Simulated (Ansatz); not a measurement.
Ru:

```
CELL_PARAMETERS angstrom
2.70580 0.00000 0.00000
-1.35290 2.34329 0.00000
0.00000 0.00000 4.28190
ATOMIC_POSITIONS crystal
Ru 0.66667 0.33333 0.75000
Ru 0.33333 0.66667 0.25000
```

Base run:

```yaml
Program: Ansatz 0.2.0
Functional: PBEsol
Potentials_or_basis: Ansatz PAW
Cutoff: "420 eV (not typed: the program's choice for these potentials)"
k_mesh: 11 × 11 × 6
Occupations: fermi-dirac, width 0.05 eV
Spin: no spin polarisation
```

Its results: band gap on the k mesh none (metal or under the smearing width); pressure -6.2 GPa.

Question: After a change of settings the same cell gave: band gap on the k mesh none (metal or under the smearing width); pressure 7.8 GPa. Which change was it?
A. functional from PBEsol to LDA
B. functional from PBEsol to revPBE
C. functional from PBEsol to m-r2SCAN; cutoff from 420 eV (not typed: the program's choice for these potentials) to 500 eV (not typed: the program's choice for these potentials)

Answer: B.

revPBE binds less tightly than PBEsol, so the same cell stands under more pressure.

Caveats: the PAW data sets come from PBE, with cores solved anew for the run's functional, which leaves a small shift of forces and pressure.

Runs at the PBE level aren't shown here.
